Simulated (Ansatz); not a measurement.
Crystal: CuO.

```xyz
4
Lattice="2.3446 -1.7134 0.0000 2.3446 1.7134 0.0000 -0.8605 0.0000 5.0594" Properties=species:S:1:pos:R:3 pbc="T T T"
Cu    1.1723    0.8457    0.0000
Cu    0.7420   -0.8457    2.5297
O     2.0724   -0.2841    1.2836
O     1.6421    0.2841    3.8133
```

Program: Ansatz 0.2.0. Alike in all runs: potentials or basis Ansatz PAW; no spin polarisation; cell as given; smearing fermi-dirac 0.05 eV. Hardware: 2 threads of Arm Neoverse V1, with other jobs on the host.

Question: Order these runs on this cell by their wall time, lowest first.
A. task single point; level PBE; k mesh 10 × 10 × 5; cutoff (eV) 350
B. task band structure; level LDA+U; U Cu d U = 4.5 eV; k mesh 10 × 10 × 5; cutoff (eV) 420; points for each segment of the path 14; hubbard projectors ortho-atomic (the default); double counting fll (the default)
C. task single point; level PBE; k mesh 17 × 17 × 9; cutoff (eV) 420

Answer: A (5.9 s), B (22 s), C (46 s).

Caveats: the run has no spin polarisation, though such a crystal can be magnetic; the cutoff lies under the one recommended for these potentials (some runs); U without spin polarisation on a metal has little footing (some runs).
